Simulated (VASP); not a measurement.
Set up this calculation in VASP 6.6.1, as the native input.

- Task: relaxation of cell and atoms
- Functional: LDA
- Potentials or basis: VASP PAW LDA potentials, release 64 (Cd, Ge_d, As)
- Cutoff: 600 eV
- k mesh: 8 × 8 × 8
- Occupations: gaussian, width 0.03 eV
- Spin: no spin polarisation
- Further INCAR settings: ALGO = Normal; EDIFF = 1e-06; IBRION = 2; EDIFFG = -0.01; NSW = 90; ISIF = 3

The structure of CdGeAs2 lies in POSCAR:

```
CdGeAs2
1.0
   -2.9888745628      2.9888745628      5.6642966801
    2.9888745628     -2.9888745628      5.6642966801
    2.9888745628      2.9888745628     -5.6642966801
Cd Ge As
2 2 4
Direct
    0.2500000000      0.7500000000      0.5000000000
    0.5000000000      0.5000000000      0.0000000000
    0.0000000000      0.0000000000      0.0000000000
    0.7500000000      0.2500000000      0.5000000000
    0.8750000000      0.3462175700      0.9712175700
    0.6537824300      0.6250000000      0.5287824300
    0.3750000000      0.9037824300      0.0287824300
    0.0962175700      0.1250000000      0.4712175700
```

The cell is a database's computed one.

The input as run:

INCAR

```
PREC = Accurate ; ENCUT = 600
EDIFF = 1E-6 ; ISMEAR = 0
SIGMA = 0.03 ; LREAL = F
LASPH = T ; NELM = 80
ALGO = Normal ; ISIF = 3
LWAVE = F ; LCHARG = F
IBRION = 2 ; NSW = 90
EDIFFG = -0.01 ; KPAR = 2
```

KPOINTS

```
Automatic mesh
0
Gamma
  8 8 8
```

Potentials or basis: VASP PAW LDA potentials, release 64 (Cd, Ge_d, As).

Command:

```bash
$ cat potpaw_LDA.64/Cd/POTCAR potpaw_LDA.64/Ge_d/POTCAR potpaw_LDA.64/As/POTCAR > POTCAR
$ mpirun -np 2 vasp_std > vasp.out
```

Results of the run:

```yaml
Relaxed_volume: 24.35 Å³/atom
Relaxed_cell: a = 6.992 Å, b = 6.992 Å, c = 6.992 Å, α = 130.19°, β = 130.19°, γ = 73.10°
Space_group_after_relaxing_to_0.05_Å: I-42d (No. 122)
Energy_gained_by_relaxing: 8.6 meV/atom
Ionic_steps: 9
Pressure_after_relaxing: 0.0 GPa
Band_gap_on_the_k_mesh: 0.14 eV, indirect (least direct gap 0.21 eV)
```

It took 23 min on 2 MPI ranks on Intel(R) Xeon(R) Platinum 8488C (Sapphire Rapids), with other jobs on the host, peak memory 0.74 GiB a rank.
